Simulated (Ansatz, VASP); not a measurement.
**One calculation of Nb2H, two programs**

```
CELL_PARAMETERS angstrom
4.34816 0.00000 0.00000
0.00000 4.34816 0.00000
0.00000 0.00000 4.34816
ATOMIC_POSITIONS crystal
Nb 0.25000 0.25000 0.75000
Nb 0.75000 0.25000 0.25000
Nb 0.25000 0.75000 0.25000
Nb 0.75000 0.75000 0.75000
H 0.50000 0.50000 0.50000
H 0.00000 0.00000 0.00000
```

Change from the starting cell: species swapped into the Cu2O type (Pn-3m, No. 224).

Alike in both runs: functional PBE; k mesh 4 × 4 × 4; occupations gaussian, width 0.1 eV; no spin polarisation.

Ansatz relaxed the structure, and its values are those at the end. VASP's run is a single point on that final structure, the one shown.

|  | VASP | Ansatz |
| --- | --- | --- |
| version | VASP 6.6.1 | Ansatz 0.2.0 |
| potentials or method | VASP PAW PBE potentials, release 64 (Nb_sv, H) | scalar-relativistic, plane waves, PAW |
| plane-wave cutoff (eV) | 520 | 420 |
| valence electrons in the cell | 54 | 54 |

|  | VASP | Ansatz | Ansatz less VASP |
| --- | --- | --- | --- |
| gap on the k mesh at the Fermi level (eV) | none | none | - |
| pressure (GPa) | -0.5 | -0.1 | +0.37 |

A gap of «none» marks a metal or a gap that the smearing closes.

Caveats: the k mesh is coarse (spacing up to 0.36 Å⁻¹), so the values aren't converged.
